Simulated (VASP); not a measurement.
# Y (P6_3/mmc) in VASP: a series of runs

The runs below take Y through single point, with PBEsol.

Program: VASP 6.6.1. These are calculated values, not measurements. Logs are shortened: lines on timing, memory, paths and dates and some standing lists are left out, and cuts for length are marked.

## Step 1: The structure

It takes space group P6_3/mmc (No. 194, hexagonal). Conventional cell: a = 3.647 Å, b = 3.647 Å, c = 5.731 Å, α = 90.00°, β = 90.00°, γ = 120.00°. Around Y (site symmetry -6m2) lie 12 Y at 3.56 to 3.65 Å.

## Step 2: Single point, PBEsol

Input file INCAR:

```
SYSTEM = Y
PREC     = Accurate       ! precision mode
ENCUT    = 350            ! plane-wave cutoff, eV
EDIFF    = 1E-6           ! SCF threshold, eV
ISMEAR   = -1             ! smearing method
SIGMA    = 0.15           ! smearing width, eV
LREAL    = .FALSE.        ! projectors in reciprocal space
LASPH    = .TRUE.         ! aspherical terms in the spheres
NELM     = 100            ! most SCF steps
ALGO     = Normal         ! electronic algorithm
ISIF     = 2              ! what is computed and relaxed
LWAVE    = .FALSE.        ! write WAVECAR
LCHARG   = .FALSE.        ! write CHGCAR
GGA      = PS             ! functional
NBANDS   = 18             ! bands
ADDGRID  = .FALSE.
```

Input file KPOINTS:

```
Automatic mesh
0
G
  11 11 6
  0 0 0
```

Input file POSCAR:

```
Y
1.0
    3.6474000000      0.0000000000      0.0000000000
   -1.8237000000      3.1587410578      0.0000000000
    0.0000000000      0.0000000000      5.7306000000
Y
2
Direct
    0.6666666667      0.3333333333      0.7500000000
    0.3333333333      0.6666666667      0.2500000000
```

Potentials or basis: VASP PAW PBE potentials, release 64 (Y_sv).

Run with:

```sh
$ cat potpaw_PBE.64/Y_sv/POTCAR > POTCAR
$ mpirun -np 1 vasp_std > vasp.out
```

OUTCAR:

```text
SYSTEM = Y
   PREC = Accurate
   ENCUT = 350
   EDIFF = 1E-6
   ISMEAR = -1
   LREAL = .FALSE.
   LASPH = .TRUE.
   NELM = 100
   ISIF = 2
   GGA = PS

 Found     64 irreducible k-points:

 Following reciprocal coordinates:
            Coordinates               Weight
  0.000000  0.000000  0.000000      1.000000
  0.090909  0.000000  0.000000      6.000000
  0.181818 -0.000000  0.000000      6.000000
  0.272727  0.000000  0.000000      6.000000
  0.363636  0.000000  0.000000      6.000000
  0.454545  0.000000  0.000000      6.000000
   k-points           NKPTS =     64   k-points in BZ     NKDIM =     64   number of bands    NBANDS=     18
   number of dos      NEDOS =    301   number of ions     NIONS =      2
   total plane-waves  NPLWV =  20736
   dimension x,y,z NGX =    24 NGY =   24 NGZ =   36
   dimension x,y,z NGXF=    48 NGYF=   48 NGZF=   72
   ions per type =               2
   NGX,Y,Z   is equivalent  to a cutoff of  10.94, 10.94, 10.44 a.u.
   NGXF,Y,Z  is equivalent  to a cutoff of  21.88, 21.88, 20.89 a.u.
 SYSTEM =  Y
   PREC   = accura    normal or accurate (medium, high low for compatibility)
   ISTART =      0    job   : 0-new  1-cont  2-samecut
   ICHARG =      2    charge: 1-file 2-atom 10-const
   ISPIN  =      1    spin polarized calculation?
   LNONCOLLINEAR =      F non collinear calculations
   LSORBIT =      F    spin-orbit coupling
   LASPH  =      T    aspherical Exc in radial PAW
   ENCUT  =  350.0 eV  25.72 Ry    5.07 a.u.   5.56  5.56  8.74*2*pi/ulx,y,z
   NELM   =    100;   NELMIN=  2; NELMDL= -5     # of ELM steps
   EDIFF  = 0.1E-05   stopping-criterion for ELM
   LREAL  =      F    real-space projection
   EDIFFG = 0.1E-04   stopping-criterion for IOM
   NSW    =      0    number of steps for IOM
   IBRION =     -1    ionic relax: 0-MD 1-quasi-New 2-CG
   NFREE  =      0    steps in history (QN), initial steepest desc. (CG)
   ISIF   =      2    stress and relaxation
   ISYM   =      2    0-nonsym 1-usesym 2-fastsym
   POTIM  = 0.5000    time-step for ionic-motion
   TEBEG  =    0.0;   TEEND  =   0.0 temperature during run
   PSTRESS=    0.0 pullay stress
   NELECT =      22.0000    total number of electrons
   NUPDOWN=      -1.0000    fix difference up-down
   EMIN   =  10.00;   EMAX   =-10.00  energy-range for DOS
   EFERMI =   0.00;   METHOD = LEGACY
   ISMEAR =    -1;   SIGMA  =   0.15  broadening in eV -4-tet -1-fermi 0-gaus
   EFERMI_NEDOS =   21; number of points for ismear=-14 and -15
   IALGO  =     38    algorithm
   IMIX   =      4    mixing-type and parameters
     AMIX     =   0.40;   BMIX     =  1.00
     AMIX_MAG =   1.60;   BMIX_MAG =  1.00
  volume/ion in A,a.u.               =      33.01       222.77
  Fermi-wavevector in a.u.,A,eV,Ry     =   1.134967  2.144777 17.526345  1.288150
  Thomas-Fermi vector in A             =   2.271671
   LORBIT       =      0    0 simple, 1 ext, 2 COOP (PROOUT), +10 PAW based schemes
   GGA     = PS    functional components
   LHFCALC =     F    Hartree Fock is set to
   AEXX    =    0.0000 exact exchange contribution
   IVDW    =     0    specifies the selected vdW correction
   LEPSILON=     F    determine dielectric tensor
   LRPA    =     F    only Hartree local field effects (RPA)
 non-spin polarized calculation
  energy-cutoff  :      350.00
  volume of cell :       66.02
 maximum number of plane-waves:      1014
 NGX is ok and might be reduce to    24
   NGX = 11   NGY = 11   NGZ = 17

 number of electron      22.0000004 magnetization

 Free energy of the ion-electron system (eV)
  ---------------------------------------------------
  ext. energy  EPLUGINS =         0.00000000
  ---------------------------------------------------
  free energy    TOTEN  =       -13.74925332 eV

  energy without entropy =      -13.49658226  energy(sigma->0) =      -13.62291779

 E-fermi :   2.8627     XC(G=0):  -9.5132

 val. band max:        2.8524747521   @ k =   0.4545   0.0909   0.3333
 cond. band min:       2.8818037093   @ k =   0.4545   0.0000   0.3333
 fundamental gap:      0.0293289572
 Fermi energy:         2.8626787373

 k-point     1 :       0.0000    0.0000    0.0000
  band No.  band energies     occupation
      1     -39.7420      2.00000
      2     -39.6698      2.00000
      3     -20.0386      2.00000
      4     -19.5604      2.00000
      5     -19.5604      2.00000
      6     -19.4720      2.00000
[... 10 lines left out ...]
     17       5.6341      0.00000
     18       5.6341      0.00000

 k-point     2 :       0.0909    0.0000    0.0000
  band No.  band energies     occupation
      1     -39.7379      2.00000
      2     -39.6684      2.00000
      3     -20.0240      2.00000
      4     -19.5899      2.00000
      5     -19.5704      2.00000
      6     -19.5031      2.00000
[... 10 lines left out ...]
     17       5.4088      0.00000
     18       5.4712      0.00000

 k-point     3 :       0.1818   -0.0000    0.0000
  band No.  band energies     occupation
      1     -39.7268      2.00000
      2     -39.6648      2.00000
      3     -19.9827      2.00000
      4     -19.6694      2.00000
      5     -19.5964      2.00000
      6     -19.5842      2.00000
[... 10 lines left out ...]
     17       5.6179      0.00000
     18       5.7998      0.00000

 k-point     4 :       0.2727    0.0000    0.0000
  band No.  band energies     occupation
      1     -39.7114      2.00000
      2     -39.6608      2.00000
      3     -19.9217      2.00000
      4     -19.7740      2.00000
      5     -19.6858      2.00000
      6     -19.6289      2.00000
[... 10 lines left out ...]
     17       6.1990      0.00000
     18       6.4828      0.00000

 k-point     5 :       0.3636    0.0000    0.0000
  band No.  band energies     occupation
      1     -39.6956      2.00000
      2     -39.6587      2.00000
      3     -19.8703      2.00000
      4     -19.8528      2.00000
      5     -19.7752      2.00000
      6     -19.6576      2.00000
[... 10 lines left out ...]
     17       6.9849      0.00000
     18       7.2832      0.00000

 k-point     6 :       0.4545    0.0000    0.0000
  band No.  band energies     occupation
      1     -39.6846      2.00000
      2     -39.6591      2.00000
      3     -19.9274      2.00000
      4     -19.8268      2.00000
      5     -19.7982      2.00000
      6     -19.6743      2.00000
[... 10 lines left out ...]
     17       8.0328      0.00000
     18       8.0369      0.00000

 [... further k-points ...]

------------------------ aborting loop because EDIFF is reached ----------------------------------------

  FORCE on cell =-STRESS in cart. coord.  units (eV):
  Direction    XX          YY          ZZ          XY          YZ          ZX
  --------------------------------------------------------------------------------------
  -------------------------------------------------------------------------------------
  Total       -0.8009561     -0.8009561     -0.8636392      0.0000000      0.0000000     -0.0000000
  in kB      -19.4366673    -19.4366673    -20.9577867      0.0000000      0.0000000     -0.0000000
  external PRESSURE =     -19.9437071 kB  Pullay stress =       0.0000000 kB

 VOLUME and BASIS-vectors are now :
 -----------------------------------------------------------------------------
  energy-cutoff  :      350.00
  volume of cell :       66.02
      direct lattice vectors                 reciprocal lattice vectors
     3.647400000  0.000000000  0.000000000     0.274167900  0.158290911  0.000000000
    -1.823700000  3.158741058  0.000000000     0.000000000  0.316581822  0.000000000
     0.000000000  0.000000000  5.730600000     0.000000000  0.000000000  0.174501797

 POSITION                                       TOTAL-FORCE (eV/Angst)
 -----------------------------------------------------------------------------------
      1.82370      1.05291      4.29795        -0.000000     -0.000000      0.000000
     -0.00000      2.10583      1.43265         0.000000      0.000000      0.000000
 -----------------------------------------------------------------------------------
    total drift:                               -0.000000      0.000000     -0.000000

  FREE ENERGIE OF THE ION-ELECTRON SYSTEM (eV)
  ---------------------------------------------------
  free  energy   TOTEN  =       -13.7492533182 eV

  energy  without entropy=      -13.4965822580  energy(sigma->0) =      -13.62291779
```

It took 21 s on 1 thread of AMD EPYC 9R45 (Zen 5), shared host; peak memory 0.15 GiB.

These settings aren't checked as converged: the numbers below hold their error.

Results:

| Item | Value |
| --- | --- |
| Free energy | -13.7493 eV |
| Pressure | -2.0 GPa |
| Band gap on the k mesh | none (metal or under the smearing width) |

Caveat: the PAW data sets were made with another functional, which shifts forces and pressure a little.

## Step 3: Single point, PBEsol

INCAR: that of step 2 with these lines changed.

```diff
@@ -2,3 +2,3 @@
 PREC     = Accurate       ! precision mode
-ENCUT    = 350            ! plane-wave cutoff, eV
+ENCUT    = 400            ! plane-wave cutoff, eV
 EDIFF    = 1E-6           ! SCF threshold, eV
```

KPOINTS is that of step 2.

POSCAR is that of step 2.

Potentials or basis: VASP PAW PBE potentials, release 64 (Y_sv).

Run with:

```sh
$ cat potpaw_PBE.64/Y_sv/POTCAR > POTCAR
$ mpirun -np 1 vasp_std > vasp.out
```

Wall time 23 s (1 thread of AMD EPYC 9R45 (Zen 5), shared host); peak memory 0.17 GiB.

These settings aren't checked as converged: the numbers below hold their error.

What came out:

```yaml
Free_energy: -13.7493 eV
Pressure: -2.0 GPa
Band_gap_on_the_k_mesh: none (metal or under the smearing width)
```

Caveat: the PAW data sets were made with another functional, which shifts forces and pressure a little.

## Step 4: Single point, PBEsol

INCAR: that of step 3 with these lines changed.

```diff
@@ -2,3 +2,3 @@
 PREC     = Accurate       ! precision mode
-ENCUT    = 400            ! plane-wave cutoff, eV
+ENCUT    = 300            ! plane-wave cutoff, eV
 EDIFF    = 1E-6           ! SCF threshold, eV
```

Input file KPOINTS:

```
Automatic mesh
0
G
  13 13 7
  0 0 0
```

POSCAR is that of step 3.

Run with:

```sh
$ cat potpaw_PBE.64/Y_sv/POTCAR > POTCAR
$ mpirun -np 1 vasp_std > vasp.out
```

Run time: 21 s. Hardware: 1 thread of AMD EPYC 9R45 (Zen 5), shared host; peak memory 0.15 GiB.

The run converged, but some of its settings lie outside the range that counts as converged, so its numbers aren't taken as properties of the crystal.

Results:

| Property | Result |
| --- | --- |
| Free energy | -13.7445 eV |
| Pressure | -2.1 GPa |
| Band gap on the k mesh | none (metal or under the smearing width) |

Caveat: the PAW data sets were made with another functional, which shifts forces and pressure a little.

## Step 5: Single point, PBEsol

INCAR: that of step 4 with these lines changed.

```diff
@@ -2,3 +2,3 @@
 PREC     = Accurate       ! precision mode
-ENCUT    = 300            ! plane-wave cutoff, eV
+ENCUT    = 450            ! plane-wave cutoff, eV
 EDIFF    = 1E-6           ! SCF threshold, eV
```

Input file KPOINTS:

```
Automatic mesh
0
G
  11 11 6
  0 0 0
```

POSCAR is that of step 4.

Run with:

```sh
$ cat potpaw_PBE.64/Y_sv/POTCAR > POTCAR
$ mpirun -np 1 vasp_std > vasp.out
```

Run time: 28 s. Hardware: 1 thread of AMD EPYC 9R45 (Zen 5), shared host; peak memory 0.19 GiB.

The run converged, but some of its settings lie outside the range that counts as converged, so its numbers aren't taken as properties of the crystal.

What came out:

| Item | Value |
| --- | --- |
| Free energy | -13.7495 eV |
| Pressure | -2.0 GPa |
| Band gap on the k mesh | none (metal or under the smearing width) |

Caveat: the PAW data sets were made with another functional, which shifts forces and pressure a little.

## Step 6: For comparison

An earlier run on the cell as given: functional PBE; potentials or basis VASP PAW PBE potentials, release 64 (Y_sv); cutoff 520 eV; k mesh 8 × 8 × 5; occupations fermi-dirac, width 0.05 eV; no spin polarisation.

- Pressure: -0.2 GPa
- Band gap on the k mesh: none (metal or under the smearing width)
